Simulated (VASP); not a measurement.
Runs of VASP 6.6.1 on WC (Qusongite). Symmetry: P-6m2, No. 187, hexagonal system. The conventional cell has a = 2.907 Å, b = 2.907 Å, c = 2.837 Å, α = 90.00°, β = 90.00°, γ = 120.00°. W (site symmetry -6m2) has 6 C at 2.20 Å as nearest neighbours. C (site symmetry -6m2) is surrounded by 6 W at 2.20 Å. 

```csv
task,level,spin,cell,k mesh,cutoff (eV),pressure (GPa)
band structure,PW91,off,as given,10 × 10 × 9,520,(a)
band structure,PBEsol,"SOC, no magnetisation",as given,7 × 7 × 7,520,-1.2
band structure,BLYP,off,as given,10 × 10 × 9,520,21.2
relaxation of cell and atoms,BLYP,off,relaxed,10 × 10 × 9,600,0.0
```

Alike in all rows: potentials or basis VASP PAW PBE potentials, release 64 (W_sv, C); smearing fermi-dirac 0.05 eV.

Task: Estimate the missing entries.

Result: (a) 8.9.

Caveats: the PAW data sets were made with another functional, which shifts forces and pressure a little (some runs); so large a pressure means that the cell lies far from this level's equilibrium, or that cutoff or potentials fall short (some runs); the potentials were made for another functional, which shifts forces and pressure (some runs).
